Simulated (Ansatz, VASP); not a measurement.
## Al2Au: VASP beside Ansatz

INCAR

```
PREC     = Accurate       # precision mode
ENCUT    = 520            # plane-wave cutoff, eV
EDIFF    = 1E-7           # SCF threshold, eV
ISMEAR   = -1             # smearing method
SIGMA    = 0.05           # smearing width, eV
LREAL    = False          # projectors in reciprocal space
LASPH    = True           # aspherical terms in the spheres
NELM     = 80             # most SCF steps
ALGO     = Normal         # electronic algorithm
ISIF     = 2              # what is computed and relaxed
LWAVE    = False          # write WAVECAR
LCHARG   = False          # write CHGCAR
GGA      = PS             # functional
NBANDS   = 16             # bands
```

KPOINTS

```
regular mesh
0
Gamma
  8 8 8
```

POSCAR

```
Al2Au
1.0
    0.0000000000      3.0394782115      3.0394782115
    3.0394782115      0.0000000000      3.0394782115
    3.0394782115      3.0394782115      0.0000000000
Au Al
1 2
Direct
    0.0000000000      0.0000000000      0.0000000000
    0.7500000000      0.7500000000      0.7500000000
    0.2500000000      0.2500000000      0.2500000000
```

The input input.yaml:

```yaml
crystal:
  lattice:
    - [0.0, 3.0394782115, 3.0394782115]
    - [3.0394782115, 0.0, 3.0394782115]
    - [3.0394782115, 3.0394782115, 0.0]
  atoms:
    - { symbol: Au, position: [0.0, 0.0, 0.0] }
    - { symbol: Al, position: [0.75, 0.75, 0.75] }
    - { symbol: Al, position: [0.25, 0.25, 0.25] }
hamiltonian:
  xc: pbesol
  pseudopotentials: { kind: paw }
kpoints:
  mp_grid: { grid: [8, 8, 8] }
scf:
  occupations: { method: fermi_dirac, width: 0.05 }
output:
  forces: true
  stress: true
  eigenvalues: true
```

Change from the starting cell: volume scaled by 1.04.

Alike in both runs: task single point; functional PBEsol; k mesh 8 × 8 × 8; occupations fermi-dirac, width 0.05 eV; no spin polarisation.

```csv
,VASP,Ansatz
version,VASP 6.6.1,Ansatz 0.2.0
potentials or method,"VASP PAW PBE potentials, release 64 (Au, Al)",Ansatz PAW
plane-wave cutoff (eV),520,420
valence electrons in the cell,17,25
```

Ansatz gave:

| Property | Result |
| --- | --- |
| gap on the k mesh at the Fermi level (eV) | none |
| pressure (GPa) | -4.0 |

**Question.** What did VASP give for the same quantities?

**Answer.** gap on the k mesh at the Fermi level (eV): none; pressure (GPa): -4.2.

A gap of «none» marks a metal or a gap that the smearing closes. The functional is the same, so the differences come from potentials, cutoffs and numerics. The two sets of potentials don't hold the same shells in valence.

Caveats: the PAW data sets were made with another functional, which shifts forces and pressure a little (VASP); the PAW data sets come from PBE, with cores solved anew for the run's functional, which leaves a small shift of forces and pressure (Ansatz). The runs have no spin-orbit coupling, so splittings on Au are missing.
